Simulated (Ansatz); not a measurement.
# AlO: changing the pressure

The cell as given:

The structure is cubic, space group Pm-3m (No. 221). The conventional cell has a = 2.769 Å, b = 2.769 Å, c = 2.769 Å, α = 90.00°, β = 90.00°, γ = 90.00°. Around Al (site symmetry m-3m) lie 8 O at 2.40 Å. Around O (site symmetry m-3m) lie 8 Al at 2.40 Å.

The cell comes from a database or a generator and needn't be the stable form of this composition.

Kept alike: task relaxation of cell and atoms; functional PBE; k mesh 10 × 10 × 10; occupations fermi-dirac, width 0.05 eV; no spin polarisation. Program: Ansatz, Ansatz PAW, cutoff 420 eV. The mesh is that of the run's cell of 2 atoms. No spin-orbit coupling.

```csv
"pressure, P (GPa)",volume (Å³/atom)
10,9.926
20,9.401
```

The relaxations keep at least the cell's symmetry (Pm-3m). For a metal such a mesh leaves the last digits unconverged. Runs of this series that gave no sound value for these columns are left out. The runs follow the start's structure, whether or not it is the stable one at these pressures. Ansatz's relaxations hold a Pulay term in the stress (up to 0.7 GPa here). P is the pressure aimed at, which the runs meet within some hundredths to tenths of a GPa.

What does the pressure change here?

The volume falls from 9.926 to 9.401 Å³/atom between 10 and 20 GPa.
